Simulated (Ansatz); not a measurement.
## Ba: one input, then a changed one

Structure from Materials Project entry mp-122 (possibly hypothetical), not relaxed further.

First run: DFT, PBEsol, PAW with Ansatz's default frozen-core files, scalar-relativistic (Ansatz 0.2.0).

Command: `ansatz run input.yaml --threads 1 --pin off --max-ram 2048MiB --backend cpu --events-out ev --progress --plain --runs-dir out` The run took 26 s on 1 thread of Arm Neoverse V2, on a shared host, peak memory 0.44 GiB.

```yaml
crystal:
  lattice:
    - [3.59177373, -2.51690423, 0.0]
    - [3.59177373, 2.51690423, 0.0]
    - [0.0, 0.0, 7.19004518]
  atoms:
    - { symbol: Ba, position: [0.74677397, 0.25322603, 0.25] }
    - { symbol: Ba, position: [0.25322603, 0.74677397, 0.75] }
kpoints:
  mp_grid: { grid: [9, 9, 5] }
  band_path:
    path:
      - [0.0, 0.0, 0.0]
      - [0.5, 0.5, 0.0]
      - [0.372759596, 0.627240404, 0.0]
      - [-0.372759596, 0.372759596, 0.0]
      - [0.0, 0.0, 0.0]
      - [0.0, 0.0, 0.5]
      - [-0.372759596, 0.372759596, 0.5]
      - [0.372759596, 0.627240404, 0.5]
      - [0.5, 0.5, 0.5]
    npoints: 14
scf:
  occupations: { method: fermi_dirac, width: 0.03 }
hamiltonian:
  xc: pbesol
  pseudopotentials: { kind: paw }
output:
  forces: true
  stress: true
  eigenvalues: true
  efg: { contact_densities: true }
  populations: true
  bader: true
  dos: { projected: true, de: 0.2, e_range: [-14, 8] }
  write_density: true
  write_potential: true
  elf: true
  volumetric_format: npy
```

Result: converged; pressure -0.86 GPa; largest force 0.021 eV/Å; no gap on the k mesh; 6 SCF iterations.

Spin–orbit coupling is left out, though it moves levels of the heavy atoms by tenths of an eV or more.

The input is then changed:

```diff
@@ -24,5 +24,5 @@
   occupations: { method: fermi_dirac, width: 0.03 }
 hamiltonian:
-  xc: pbesol
+  xc: revpbe
   pseudopotentials: { kind: paw }
 output:
@@ -32,9 +32,8 @@
   efg: { contact_densities: true }
   populations: true
-  bader: true
-  dos: { projected: true, de: 0.2, e_range: [-14, 8] }
   write_density: true
   write_potential: true
   elf: true
   volumetric_format: npy
+accuracy: low
```

Problem. Predict the outcome of the changed run.

Solution. It converged; pressure 0.28 GPa; largest force 0.021 eV/Å; no gap on the k mesh; 6 SCF iterations. Some of these settings are too coarse for converged properties.
